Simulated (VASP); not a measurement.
## From an Ansatz input to VASP: TePb (distorted rocksalt)

Ansatz input

```yaml
crystal:
  lattice:
    - [-0.0995, 3.1684, 3.1589]
    - [3.3155, -0.0874, 3.1469]
    - [3.2924, 3.1332, -0.0643]
  atoms:
    - { symbol: Pb, position: [0.992, 0.0063, 0.0037] }
    - { symbol: Te, position: [0.5095, 0.4804, 0.5098] }
kpoints:
  mp_grid: { grid: [6, 6, 6] }
hamiltonian:
  xc: lda
scf:
  occupations: { method: fermi_dirac, width: 0.02 }
  n_extra_bands: 4
output:
  forces: true
  stress: true
  eigenvalues: true
```

**Question.** Write VASP inputs for this cell and level of theory.

**Answer.** 

INCAR

```
NBANDS = 17
ISMEAR = -1
ISIF = 2
LWAVE = .FALSE.
PREC = Accurate
GGA = CA
EDIFF = 1E-7
NELM = 120
SIGMA = 0.02
LCHARG = .FALSE.
LREAL = .FALSE.
LASPH = .TRUE.
IBRION = -1
NSW = 0
ENCUT = 520
```

KPOINTS

```
KPOINTS created by Atomic Simulation Environment
0
Gamma
6 6 6
0 0 0
```

POSCAR

```
Pb Te
 1.0000000000000000
    -0.0995000000000000    3.1684000000000001    3.1589000000000000
     3.3155000000000001   -0.0874000000000000    3.1469000000000000
     3.2924000000000002    3.1332000000000000   -0.0643000000000000
 Pb  Te
   1   1
Cartesian
 -0.0656344700000000  3.1540950200000002  3.1532163599999996
  3.2205364700000003  3.1696181999999999  3.0884501700000002
```

VASP ran with the recommended LDA PAW datasets (20 valence electrons in the cell). Other inputs would serve too.

```
                                            Ansatz       VASP
gap between bands v and c on the k mesh    0.35 eV    0.33 eV
         least direct gap on the k mesh    0.51 eV    0.49 eV
                               pressure   -1.7 GPa   -1.7 GPa
                          largest force  0.07 eV/Å  0.07 eV/Å
```

Datasets and cutoffs are each program's own. VASP's cell holds 20 valence electrons and Ansatz's 30. LDA means the Perdew–Zunger form with relativistic exchange in VASP and the Perdew–Wang form in Ansatz. Ansatz's stress includes a Pulay correction; VASP's doesn't.
